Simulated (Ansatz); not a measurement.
# How far is PAW off for N?

```
CELL_PARAMETERS angstrom
3.62900 0.00000 0.00000
-1.81450 3.14281 0.00000
0.00000 0.00000 5.89000
ATOMIC_POSITIONS crystal
N 0.33333 0.66667 0.25000
N 0.66667 0.33333 0.75000
```

Atom numbers follow the list: N1, N2.

The geometry is COD entry 1539196, unchecked; take it as a test cell.

All numbers are computed: DFT, PBEsol, PAW with Ansatz's default frozen-core files, scalar-relativistic (Ansatz 0.2.0); DFT, PBEsol, all-electron LAPW, scalar-relativistic (Ansatz 0.2.0).

For PAW: a Γ-centred 10×10×5 k mesh, Fermi–Dirac smearing of 0.02 eV, cutoff 420 eV, no spin polarisation; the PAW files were made with PBE, and the program remakes their frozen cores for this functional. LAPW targets a basis error of 0.5 meV/atom. The Ansatz runs share mesh, smearing and spin set-up. Plane-wave (PAW) pressures include the program's estimate of the Pulay term.

Stress and pressure are positive in compression.

Levels count from the Fermi level.

| quantity | PAW | LAPW |
| --- | --- | --- |
| pressure (GPa) | -7.72 | -7.72 |
| highest filled level at A (eV) | -0.314 | -0.314 |
| lowest empty level at A (eV) | 0.353 | 0.352 |
| highest filled level at Γ (eV) | -0.947 | -0.947 |
| lowest empty level at Γ (eV) | 0.286 | 0.285 |

PAW's pressure differs from the LAPW value by about 0.01 GPa or less.
